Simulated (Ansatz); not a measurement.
Runs of Ansatz 0.2.0 on Pd. The structure is cubic, space group Im-3m (No. 229). Conventional cell: a = 3.145 Å, b = 3.145 Å, c = 3.145 Å, α = 90.00°, β = 90.00°, γ = 90.00°. Around Pd (site symmetry m-3m) lie 8 Pd at 2.72 Å. This isn't the form of Pd at room conditions, which is fcc.

| level | cutoff (eV) | gap on the mesh (eV) | pressure (GPa) | relaxed volume (Å³/atom) |
| --- | --- | --- | --- | --- |
| PBE | 420 | none | 0.0 | 15.44 |
| revPBE | 420 | none | 0.0 | (b) |
| LDA | 420 | none | 0.0 | (a) |
| r2SCAN | 500 | none | 0.0 | 15.03 |
| RPBE | 420 | none | 0.0 | 15.89 |

Alike in all rows: task relaxation of cell and atoms; potentials or basis Ansatz PAW; no spin polarisation; cell relaxed; k mesh 12 × 12 × 12; smearing fermi-dirac 0.05 eV.

Problem. Fill in the values left out.

Solution. (a) 14.25; (b) 15.76.

Caveats: the plane-wave basis is chosen anew once the cell has moved, so the energies of steps on either side of that aren't comparable; the PAW data sets come from PBE, with cores solved anew for the run's functional, which leaves a small shift of forces and pressure (some runs).

A k mesh can miss the band edges, and the runs leave out spin-orbit coupling on Pd.

A gap of «none» marks a metal or a gap under the smearing width.
